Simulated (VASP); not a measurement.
# SiC in VASP 6.6.1, single-point calculation

INCAR

```
LASPH = .TRUE.
ISMEAR = -1
PREC = Normal
ENCUT = 520
NSW = 0
NBANDS = 11
ISIF = 2
LCHARG = .FALSE.
LREAL = .FALSE.
GGA = PE
SIGMA = 0.02
LWAVE = .FALSE.
IBRION = -1
EDIFF = 1E-7
NELM = 120
```

KPOINTS

```
KPOINTS created by Atomic Simulation Environment
0
Gamma
10 10 10
0 0 0
```

POSCAR

```
Si C
 1.0000000000000000
     0.0453034888750000    2.1780523502750002    2.1780523502744802
     2.1780523502750002    0.0453034888750000    2.1780523502744802
     2.2233558390999999    2.2233558390999999   -0.0000000000510401
 Si  C
   1   1
Cartesian
  0.0000000000000925  0.0000000000000925  0.0080623494844211
  1.1116779195624076  1.1116779195624076  1.0809638256400591
```

The recommended PBE PAW datasets give the neutral cell 8 valence electrons.

Command

```
mpirun -np 1 vasp_std
```

Predict the outcome of this run.

It converged. Results: gap between bands v and c on the k mesh 1.07 eV; least direct gap on the k mesh 4.08 eV; pressure 3.8 GPa; largest force 0.04 eV/Å. Band v is the last that the valence electrons fill when counted band by band, and c is the next.

OSZICAR

```
N       E                     dE             d eps       ncg     rms          rms(c)
DAV:   1     0.340387789587E+01    0.34039E+01   -0.39263E+03  3922   0.613E+02
DAV:   2    -0.162992348779E+02   -0.19703E+02   -0.18854E+02  4647   0.110E+02
DAV:   3    -0.168927415598E+02   -0.59351E+00   -0.59245E+00  4640   0.158E+01
DAV:   4    -0.168950112870E+02   -0.22697E-02   -0.22696E-02  4293   0.124E+00
DAV:   5    -0.168950214150E+02   -0.10128E-04   -0.10128E-04  4654   0.770E-02    0.883E+00
DAV:   6    -0.150874958676E+02    0.18075E+01   -0.65120E+00  4227   0.114E+01    0.391E+00
DAV:   7    -0.150369104620E+02    0.50585E-01   -0.38917E-01  4536   0.357E+00    0.179E+00
DAV:   8    -0.150290570674E+02    0.78534E-02   -0.20926E-02  4299   0.960E-01    0.174E-01
DAV:   9    -0.150291609274E+02   -0.10386E-03   -0.17278E-03  4711   0.240E-01    0.113E-01
DAV:  10    -0.150292672802E+02   -0.10635E-03   -0.23905E-04  4239   0.952E-02    0.282E-02
DAV:  11    -0.150292717034E+02   -0.44231E-05   -0.38606E-05  4548   0.337E-02    0.791E-03
DAV:  12    -0.150292718624E+02   -0.15902E-06   -0.18006E-06  4407   0.838E-03    0.135E-03
DAV:  13    -0.150292719535E+02   -0.91045E-07   -0.16383E-07  4326   0.275E-03
   1 F= -.15029272E+02 E0= -.15029272E+02  d E =-.824791E-11
```

For comparison, a separate PBE run of the intended cell, on usual settings and not on those above, gives a gap of 1.07 eV on its mesh and a pressure of 3.8 GPa.
